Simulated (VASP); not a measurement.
# Er (P6_3/mmc) in VASP: further runs

The runs below take Er through single point, with PBE.

Everything below comes from runs of VASP 6.6.1. Logs are shortened: lines on timing, memory, paths and dates and some standing lists are left out, and cuts for length are marked.

**1. The structure**

Symmetry: P6_3/mmc, No. 194, hexagonal system. Conventional cell: a = 3.559 Å, b = 3.559 Å, c = 5.587 Å, α = 90.00°, β = 90.00°, γ = 120.00°. Er (site symmetry -6m2) has 12 Er at 3.47 to 3.56 Å as nearest neighbours.

**2. Single point, PBE, collinear spin, ferromagnetic start**

Contents of INCAR:

```
PREC = Accurate ; ENCUT = 400
EDIFF = 1E-6 ; ISMEAR = -1
SIGMA = 0.2 ; LREAL = False
LASPH = True ; NELM = 100
ALGO = Normal ; ISIF = 2
LWAVE = False ; LCHARG = False
ISPIN = 2 ; MAGMOM = 3 3
LORBIT = 11 ; LMAXMIX = 6
GGA = PE ; ADDGRID = False
```

Contents of KPOINTS:

```
Automatic mesh
0
Gamma
  8 8 4
```

Contents of POSCAR:

```
Er
1.0
    3.5588000000      0.0000000000      0.0000000000
   -1.7794000000      3.0820112070      0.0000000000
    0.0000000000      0.0000000000      5.5874000000
Er
2
Direct
    0.6666666667      0.3333333333      0.7500000000
    0.3333333333      0.6666666667      0.2500000000
```

Potentials or basis: VASP PAW PBE potentials, release 64 (Er).

On the command line:

```bash
cat potpaw_PBE.64/Er/POTCAR > POTCAR
mpirun -np 1 vasp_std > vasp.out
```

OUTCAR:

```text
PREC = Accurate
   ENCUT = 400
   EDIFF = 1E-6
   ISMEAR = -1
   LREAL = False
   LASPH = True
   NELM = 100
   ISIF = 2
   ISPIN = 2
   LORBIT = 11
   GGA = PE

 Found     30 irreducible k-points:

 Following reciprocal coordinates:
            Coordinates               Weight
  0.000000  0.000000  0.000000      1.000000
  0.125000  0.000000  0.000000      6.000000
  0.250000  0.000000  0.000000      6.000000
  0.375000  0.000000  0.000000      6.000000
  0.500000  0.000000  0.000000      3.000000
  0.125000  0.125000  0.000000      6.000000
   k-points           NKPTS =     30   k-points in BZ     NKDIM =     30   number of bands    NBANDS=     29
   number of dos      NEDOS =    301   number of ions     NIONS =      2
   total plane-waves  NPLWV =  20736
   dimension x,y,z NGX =    24 NGY =   24 NGZ =   36
   dimension x,y,z NGXF=    48 NGYF=   48 NGZF=   72
   ions per type =               2
   NGX,Y,Z   is equivalent  to a cutoff of  11.21, 11.21, 10.71 a.u.
   NGXF,Y,Z  is equivalent  to a cutoff of  22.42, 22.42, 21.42 a.u.
 SYSTEM =  unknown system
   PREC   = accura    normal or accurate (medium, high low for compatibility)
   ISTART =      0    job   : 0-new  1-cont  2-samecut
   ICHARG =      2    charge: 1-file 2-atom 10-const
   ISPIN  =      2    spin polarized calculation?
   LNONCOLLINEAR =      F non collinear calculations
   LSORBIT =      F    spin-orbit coupling
   LASPH  =      T    aspherical Exc in radial PAW
   ENCUT  =  400.0 eV  29.40 Ry    5.42 a.u.   5.80  5.80  9.11*2*pi/ulx,y,z
   NELM   =    100;   NELMIN=  2; NELMDL= -5     # of ELM steps
   EDIFF  = 0.1E-05   stopping-criterion for ELM
   LREAL  =      F    real-space projection
   EDIFFG = 0.1E-04   stopping-criterion for IOM
   NSW    =      0    number of steps for IOM
   IBRION =     -1    ionic relax: 0-MD 1-quasi-New 2-CG
   NFREE  =      0    steps in history (QN), initial steepest desc. (CG)
   ISIF   =      2    stress and relaxation
   ISYM   =      2    0-nonsym 1-usesym 2-fastsym
   POTIM  = 0.5000    time-step for ionic-motion
   TEBEG  =    0.0;   TEEND  =   0.0 temperature during run
   PSTRESS=    0.0 pullay stress
   NELECT =      44.0000    total number of electrons
   NUPDOWN=      -1.0000    fix difference up-down
   EMIN   =  10.00;   EMAX   =-10.00  energy-range for DOS
   EFERMI =   0.00;   METHOD = LEGACY
   ISMEAR =    -1;   SIGMA  =   0.20  broadening in eV -4-tet -1-fermi 0-gaus
   EFERMI_NEDOS =   21; number of points for ismear=-14 and -15
   IALGO  =     38    algorithm
   IMIX   =      4    mixing-type and parameters
     AMIX     =   0.40;   BMIX     =  1.00
     AMIX_MAG =   1.60;   BMIX_MAG =  1.00
  volume/ion in A,a.u.               =      30.64       206.78
  Fermi-wavevector in a.u.,A,eV,Ry     =   1.465919  2.770185 29.237797  2.148917
  Thomas-Fermi vector in A             =   2.581718
   LORBIT       =     11    0 simple, 1 ext, 2 COOP (PROOUT), +10 PAW based schemes
   GGA     = PE    functional components
   LHFCALC =     F    Hartree Fock is set to
   AEXX    =    0.0000 exact exchange contribution
   IVDW    =     0    specifies the selected vdW correction
   LEPSILON=     F    determine dielectric tensor
   LRPA    =     F    only Hartree local field effects (RPA)
 spin polarized calculation
  energy-cutoff  :      400.00
  volume of cell :       61.28
 maximum number of plane-waves:      1140
 NGX is ok and might be reduce to    24
   NGX = 11   NGY = 11   NGZ = 19

 number of electron      43.9999979 magnetization       4.8255844

 Free energy of the ion-electron system (eV)
  ---------------------------------------------------
  ext. energy  EPLUGINS =         0.00000000
  ---------------------------------------------------
  free energy    TOTEN  =       -10.83880232 eV

  energy without entropy =       -9.34227466  energy(sigma->0) =      -10.09053849

 E-fermi :   2.4519     XC(G=0): -10.1951

 val. band max:        2.4503759976   @ k =   0.3750   0.0000   0.2500
 cond. band min:       2.4535327955   @ k =   0.2500   0.1250   0.5000
 fundamental gap:      0.0031567979
 Fermi energy:         2.4518942656

 spin component 1

 k-point     1 :       0.0000    0.0000    0.0000
  band No.  band energies     occupation
      1     -46.8973      1.00000
      2     -46.8423      1.00000
      3     -21.3678      1.00000
      4     -20.7911      1.00000
      5     -20.7911      1.00000
      6     -20.6850      1.00000
[... 21 lines left out ...]
     28       5.3506      0.00000
     29       5.7340      0.00000

 k-point     2 :       0.1250    0.0000    0.0000
  band No.  band energies     occupation
      1     -46.8917      1.00000
      2     -46.8403      1.00000
      3     -21.3355      1.00000
      4     -20.8565      1.00000
      5     -20.8131      1.00000
      6     -20.7542      1.00000
[... 21 lines left out ...]
     28       5.3458      0.00000
     29       5.8212      0.00000

 k-point     3 :       0.2500    0.0000    0.0000
  band No.  band energies     occupation
      1     -46.8774      1.00000
      2     -46.8363      1.00000
      3     -21.2483      1.00000
      4     -21.0146      1.00000
      5     -20.9115      1.00000
      6     -20.8632      1.00000
[... 21 lines left out ...]
     28       5.1181      0.00000
     29       5.2970      0.00000

 k-point     4 :       0.3750    0.0000    0.0000
  band No.  band energies     occupation
      1     -46.8612      1.00000
      2     -46.8342      1.00000
      3     -21.1735      1.00000
      4     -21.1371      1.00000
      5     -21.0585      1.00000
      6     -20.9107      1.00000
[... 21 lines left out ...]
     28       4.8156      0.00001
     29       4.8273      0.00001

 k-point     5 :       0.5000    0.0000    0.0000
  band No.  band energies     occupation
      1     -46.8529      1.00000
      2     -46.8348      1.00000
      3     -21.2384      1.00000
      4     -21.1171      1.00000
      5     -21.0711      1.00000
      6     -20.9296      1.00000
[... 21 lines left out ...]
     28       4.6415      0.00002
     29       5.2477      0.00000

 k-point     6 :       0.1250    0.1250    0.0000
  band No.  band energies     occupation
      1     -46.8817      1.00000
      2     -46.8374      1.00000
      3     -21.2756      1.00000
      4     -20.9459      1.00000
      5     -20.9105      1.00000
      6     -20.8132      1.00000
[... 21 lines left out ...]
     28       5.1117      0.00000
     29       5.6269      0.00000

 [... further k-points ...]

 spin component 2

 k-point     1 :       0.0000    0.0000    0.0000
  band No.  band energies     occupation
      1     -45.8393      1.00000
      2     -45.7792      1.00000
      3     -20.6631      1.00000
      4     -20.0459      1.00000
      5     -20.0459      1.00000
      6     -19.9320      1.00000
[... 21 lines left out ...]
     28       5.5718      0.00000
     29       5.9324      0.00000

 k-point     2 :       0.1250    0.0000    0.0000
  band No.  band energies     occupation
      1     -45.8332      1.00000
      2     -45.7770      1.00000
      3     -20.6281      1.00000
      4     -20.1174      1.00000
      5     -20.0698      1.00000
      6     -20.0076      1.00000
[... 21 lines left out ...]
     28       5.5302      0.00000
     29       6.0674      0.00000

 k-point     3 :       0.2500    0.0000    0.0000
  band No.  band energies     occupation
      1     -45.8175      1.00000
      2     -45.7725      1.00000
      3     -20.5336      1.00000
      4     -20.2902      1.00000
      5     -20.1790      1.00000
      6     -20.1242      1.00000
[... 21 lines left out ...]
     28       5.3417      0.00000
     29       5.4966      0.00000

 k-point     4 :       0.3750    0.0000    0.0000
  band No.  band energies     occupation
      1     -45.7996      1.00000
      2     -45.7702      1.00000
      3     -20.4633      1.00000
      4     -20.4128      1.00000
      5     -20.3383      1.00000
      6     -20.1757      1.00000
[... 21 lines left out ...]
     28       4.9910      0.00000
     29       5.0165      0.00000

 k-point     5 :       0.5000    0.0000    0.0000
  band No.  band energies     occupation
      1     -45.7906      1.00000
      2     -45.7708      1.00000
      3     -20.5340      1.00000
      4     -20.4016      1.00000
      5     -20.3410      1.00000
      6     -20.1963      1.00000
[... 21 lines left out ...]
     28       4.8048      0.00001
     29       5.4358      0.00000

 k-point     6 :       0.1250    0.1250    0.0000
  band No.  band energies     occupation
      1     -45.8222      1.00000
      2     -45.7737      1.00000
      3     -20.5631      1.00000
      4     -20.2149      1.00000
      5     -20.1773      1.00000
      6     -20.0709      1.00000
[... 21 lines left out ...]
     28       5.3388      0.00000
     29       5.8334      0.00000

 [... further k-points ...]
[... 5 lines left out ...]
  --------------------------------------------------------------------------------------
  -------------------------------------------------------------------------------------
  Total        0.8906098      0.8906098      1.4353738      0.0000000      0.0000000     -0.0000000
  in kB       23.2836190     23.2836190     37.5256333      0.0000000      0.0000000     -0.0000000
  external PRESSURE =      28.0309571 kB  Pullay stress =       0.0000000 kB

 VOLUME and BASIS-vectors are now :
 -----------------------------------------------------------------------------
  energy-cutoff  :      400.00
  volume of cell :       61.28
      direct lattice vectors                 reciprocal lattice vectors
     3.558800000  0.000000000  0.000000000     0.280993593  0.162231727  0.000000000
    -1.779400000  3.082011207  0.000000000     0.000000000  0.324463454  0.000000000
     0.000000000  0.000000000  5.587400000     0.000000000  0.000000000  0.178974120

 POSITION                                       TOTAL-FORCE (eV/Angst)
 -----------------------------------------------------------------------------------
      1.77940      1.02734      4.19055         0.000000     -0.000000      0.000000
     -0.00000      2.05467      1.39685        -0.000000      0.000000      0.000000
 -----------------------------------------------------------------------------------
    total drift:                                0.000000     -0.000000      0.000000

  FREE ENERGIE OF THE ION-ELECTRON SYSTEM (eV)
  ---------------------------------------------------
  free  energy   TOTEN  =       -10.8388023219 eV

  energy  without entropy=       -9.3422746570  energy(sigma->0) =      -10.09053849

 total charge

# of ion       s       p       d       f       tot
--------------------------------------------------
    1        2.139   5.750   0.406  11.361  19.657
    2        2.139   5.750   0.406  11.361  19.657
--------------------------------------------------
tot          4.278  11.501   0.813  22.723  39.314

 magnetization (x)

# of ion       s       p       d       f       tot
--------------------------------------------------
    1        0.003  -0.022   0.008   2.428   2.417
    2        0.003  -0.022   0.008   2.428   2.417
--------------------------------------------------
tot          0.005  -0.043   0.016   4.856   4.834
```

It took 2.1 min on 1 thread of Intel Xeon 6975P-C (Granite Rapids), shared host; peak memory 0.21 GiB.

These settings aren't checked as converged: the numbers below hold their error.

Results:

| Item | Value |
| --- | --- |
| Free energy | -10.8388 eV |
| Pressure | 2.8 GPa |
| Band gap on the k mesh | none (metal or under the smearing width) |
| Net moment | 4.83 μB per cell |
| Site moments | Er +2.42 μB |
| Valence electrons inside the program's atomic spheres | Er 19.66 |

Caveat: the cutoff is under 1.25 times the usual one of these potentials, so pressure, stress and relaxed cells hold a basis-set (Pulay) error; the magnetic or orbital state may not be the lowest; spin-orbit coupling is left out, which moves the levels of the heavy elements.

**3. Single point, PBE, collinear spin, ferromagnetic start**

INCAR is that of step 2.

KPOINTS is that of step 2.

Contents of POSCAR:

```
Er
1.0
    3.5588000000      0.0000000000      0.0000000000
   -1.7794000000      3.0820112070      0.0000000000
    0.0000000000      0.0000000000      5.5874000000
Er
2
Direct
    0.6748890000      0.3336720000      0.7713460000
    0.3489390000      0.7017850000      0.2460360000
```

Potentials or basis: VASP PAW PBE potentials, release 64 (Er).

On the command line:

```bash
cat potpaw_PBE.64/Er/POTCAR > POTCAR
mpirun -np 1 vasp_std > vasp.out
```

Wall time 9.5 min (1 thread of Intel Xeon 6975P-C (Granite Rapids), shared host); peak memory 0.36 GiB.

These settings aren't checked as converged: the numbers below hold their error.

Results:

* Free energy: -10.7918 eV
* Pressure: 2.9 GPa
* Largest force: 0.590 eV/Å
* Band gap on the k mesh: none (metal or under the smearing width)
* Net moment: 4.82 μB per cell
* Site moments: Er +2.42 μB
* Valence electrons inside the program's atomic spheres: Er 19.66

Caveat: the cutoff is under 1.25 times the usual one of these potentials, so pressure, stress and relaxed cells hold a basis-set (Pulay) error; the magnetic or orbital state may not be the lowest; spin-orbit coupling is left out, which moves the levels of the heavy elements.

**4. Single point, PBE, collinear spin, ferromagnetic start**

INCAR, as its differences from that of step 3:

```diff
@@ -1,2 +1,2 @@
-PREC = Accurate ; ENCUT = 400
+PREC = Accurate ; ENCUT = 200
 EDIFF = 1E-6 ; ISMEAR = -1
```

Contents of KPOINTS:

```
Automatic mesh
0
Gamma
  11 11 6
```

Contents of POSCAR:

```
Er
1.0
    3.5588000000      0.0000000000      0.0000000000
   -1.7794000000      3.0820112070      0.0000000000
    0.0000000000      0.0000000000      5.5874000000
Er
2
Direct
    0.6666666667      0.3333333333      0.7500000000
    0.3333333333      0.6666666667      0.2500000000
```

Potentials or basis: VASP PAW PBE potentials, release 64 (Er).

On the command line:

```bash
cat potpaw_PBE.64/Er/POTCAR > POTCAR
mpirun -np 1 vasp_std > vasp.out
```

OUTCAR:

```text
PREC = Accurate
   ENCUT = 200
   EDIFF = 1E-6
   ISMEAR = -1
   LREAL = False
   LASPH = True
   NELM = 100
   ISIF = 2
   ISPIN = 2
   LORBIT = 11
   GGA = PE

 Found     64 irreducible k-points:

 Following reciprocal coordinates:
            Coordinates               Weight
  0.000000  0.000000  0.000000      1.000000
  0.090909  0.000000  0.000000      6.000000
  0.181818  0.000000  0.000000      6.000000
  0.272727  0.000000  0.000000      6.000000
  0.363636  0.000000  0.000000      6.000000
  0.454545  0.000000  0.000000      6.000000
   k-points           NKPTS =     64   k-points in BZ     NKDIM =     64   number of bands    NBANDS=     29
   number of dos      NEDOS =    301   number of ions     NIONS =      2
   total plane-waves  NPLWV =   7168
   dimension x,y,z NGX =    16 NGY =   16 NGZ =   28
   dimension x,y,z NGXF=    32 NGYF=   32 NGZF=   56
   ions per type =               2
   NGX,Y,Z   is equivalent  to a cutoff of   7.47,  7.47,  8.33 a.u.
   NGXF,Y,Z  is equivalent  to a cutoff of  14.95, 14.95, 16.66 a.u.
 SYSTEM =  unknown system
   PREC   = accura    normal or accurate (medium, high low for compatibility)
   ISTART =      0    job   : 0-new  1-cont  2-samecut
   ICHARG =      2    charge: 1-file 2-atom 10-const
[... 267 lines left out ...]
      5     -20.2929      1.00000
      6     -20.0994      1.00000
[... 181 lines left out ...]
     28       4.8769      0.00000
     29       5.3406      0.00000

 [... further k-points ...]
[... 5 lines left out ...]
  --------------------------------------------------------------------------------------
  -------------------------------------------------------------------------------------
  Total      -17.8757670    -17.8757670    -17.1432900      0.0000000      0.0000000      0.0000000
  in kB     -467.3343550   -467.3343550   -448.1848727      0.0000000      0.0000000      0.0000000
  external PRESSURE =    -460.9511943 kB  Pullay stress =       0.0000000 kB

 VOLUME and BASIS-vectors are now :
 -----------------------------------------------------------------------------
  energy-cutoff  :      200.00
  volume of cell :       61.28
      direct lattice vectors                 reciprocal lattice vectors
     3.558800000  0.000000000  0.000000000     0.280993593  0.162231727  0.000000000
    -1.779400000  3.082011207  0.000000000     0.000000000  0.324463454  0.000000000
     0.000000000  0.000000000  5.587400000     0.000000000  0.000000000  0.178974120

 POSITION                                       TOTAL-FORCE (eV/Angst)
 -----------------------------------------------------------------------------------
      1.77940      1.02734      4.19055        -0.000000      0.000000      0.000000
     -0.00000      2.05467      1.39685         0.000000     -0.000000      0.000000
 -----------------------------------------------------------------------------------
    total drift:                                0.000000     -0.000000      0.000000

  FREE ENERGIE OF THE ION-ELECTRON SYSTEM (eV)
  ---------------------------------------------------
  free  energy   TOTEN  =        -7.5344535706 eV

  energy  without entropy=       -5.0965082247  energy(sigma->0) =       -6.31548090

 total charge

# of ion       s       p       d       f       tot
--------------------------------------------------
    1        2.109   6.139   0.475  11.402  20.125
    2        2.109   6.139   0.475  11.402  20.125
--------------------------------------------------
tot          4.218  12.279   0.949  22.804  40.251

 magnetization (x)

# of ion       s       p       d       f       tot
--------------------------------------------------
    1        0.000  -0.002  -0.011   0.002  -0.010
    2        0.000  -0.002  -0.011   0.002  -0.010
--------------------------------------------------
tot          0.000  -0.004  -0.022   0.005  -0.021
```

stdout:

```text
POSCAR found type information on POSCAR Er
 POSCAR found :  1 types and       2 ions
 scaLAPACK will be used
 LDA part: xc-table for (Slater+PW92), standard interpolation
 POSCAR, INCAR and KPOINTS ok, starting setup
 FFT: planning ... GRIDC
 FFT: planning ... GRID_SOFT
 FFT: planning ... GRID
 WAVECAR not read
 entering main loop
```

Wall time 2.4 min (1 thread of Intel Xeon 6975P-C (Granite Rapids), shared host); peak memory 0.17 GiB.

The run converged, but a check on its numbers failed (symmetry, net force, bounds or a known fault of this set-up), so they aren't taken as properties of the crystal.

Caveat: the cutoff lies under the usual one of these potentials, so the numbers hold a large basis-set error; the magnetic or orbital state may not be the lowest; the starting moments collapsed, and a magnetic state may lie lower; a pressure of tens of GPa on the cell as given is suspect, and the run, the potentials or the cell itself is likely at fault; spin-orbit coupling is left out, which moves the levels of the heavy elements.
